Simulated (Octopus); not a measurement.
## BaF2 (Frankdicksonite) under changes of volume

One of the cells (19.862 Å³/atom); the others are scaled copies at fixed shape and fractional positions:

```
Ba F
1.0
     0.00000    3.10005    3.10005
     3.10005    0.00000    3.10005
     3.10005    3.10005    0.00000
Ba F
1 2
Direct
  0.00000 0.00000 0.00000
  0.75000 0.75000 0.75000
  0.25000 0.25000 0.25000
```

* Program: Octopus 16.4
* Functional: PBE
* Potentials or basis: pseudodojo_pbe (PseudoDojo 0.5, PBE)
* Grid spacing: 0.133 Å
* k mesh: 8 × 8 × 8
* Occupations: fermi-dirac, width 0.05 eV
* Spin: no spin polarisation

```csv
volume (Å³/atom),energy over the lowest point (meV/atom),gap on the mesh (eV)
18.670,34.05,7.13
19.067,20.82,7.03
19.464,11.00,6.94
19.862,?,?
20.259,0.75,6.76
20.656,0.00,6.67
21.053,2.38,6.59
```

What does the run at 19.862 Å³/atom give?

Energy over the lowest point 4.53 meV/atom; gap on the mesh 6.85 eV.

Worked out: A Birch-Murnaghan fit of order 3 (a polynomial in V^(-2/3)) to the other rows has its minimum at 20.54 Å³/atom with B0 = V·E''(V) = 61 GPa (rough, since the energies scatter). It gives 4.28 meV/atom at 19.862 Å³/atom, against the run's 4.53. A straight line through the other rows of the gap, of slope -4.5 eV per unit of ln V, gives 6.85 eV, against the run's 6.85.

Energies are extrapolated to zero smearing.

Caveats: spin-orbit coupling is left out, which moves the levels of the heavy elements.

A mesh can miss the band edges.
